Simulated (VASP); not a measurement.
A run of VASP 6.6.1:

File INCAR:

```
PREC = Accurate
ENCUT = 600
EDIFF = 1E-6
ISMEAR = 1
SIGMA = 0.1
LREAL = F
LASPH = T
NELM = 80
ALGO = Normal
ISIF = 3
LWAVE = F
LCHARG = F
GGA = PE
IBRION = 2
NSW = 90
EDIFFG = -0.01
```

File KPOINTS:

```
Automatic mesh
0
Gamma
  16 16 16
```

Contents of POSCAR:

```
Ta
1.0
   -1.6512800000      1.6512800000      1.6512800000
    1.6512800000     -1.6512800000      1.6512800000
    1.6512800000      1.6512800000     -1.6512800000
Ta
1
Direct
    0.0000000000      0.0000000000      0.0000000000
```

Potentials or basis: VASP PAW PBE potentials, release 64 (Ta_pv).

Launch:

```bash
$ cat potpaw_PBE.64/Ta_pv/POTCAR > POTCAR
$ mpirun -np 1 vasp_std > vasp.out
```

Hardware: 1 thread of Intel(R) Xeon(R) Platinum 8559C (Emerald Rapids), with other jobs on the host.

Task: How long does it take, and how much memory?

Result: It took 25 s on 1 thread of Intel(R) Xeon(R) Platinum 8559C (Emerald Rapids) (shared host), peak memory 0.17 GiB. Counts: scf iterations 23, k points 145, ion steps 3.
